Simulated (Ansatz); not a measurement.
## Zone-centre modes in Ge

Level of theory: DFT PBEsol, scalar-relativistic, plane waves, PAW (Ansatz 0.2.0). Cutoff 420 eV, Γ-centred 24×24×24 k-points, Gaussian smearing of 0.15 eV. No spin polarisation.

Reference structure (relaxed at this level; this form isn't the usual structure):

```
Ge
1.0
    -2.56301    2.56301    1.39666
     2.56301   -2.56301    1.39666
     2.56301    2.56301   -1.39666
Ge
2
Direct
  0.25000 0.75000 0.50000
  0.50000 0.50000 0.00000
```

Harmonic modes by finite displacements of 0.02 Å, without the LO–TO term.

Question: At this geometry, is the structure stable against these modes?

Answer: Yes: no mode is imaginary beyond 10 cm⁻¹, and only the three translations lie near zero.

Question: List the wavenumbers in cm⁻¹.

Answer: 0, 0, 0, 71, 176, 176.

Cost: 1 run of about 6.1 core-minutes, on Intel Xeon Platinum 8488C (Sapphire Rapids) (shared hosts).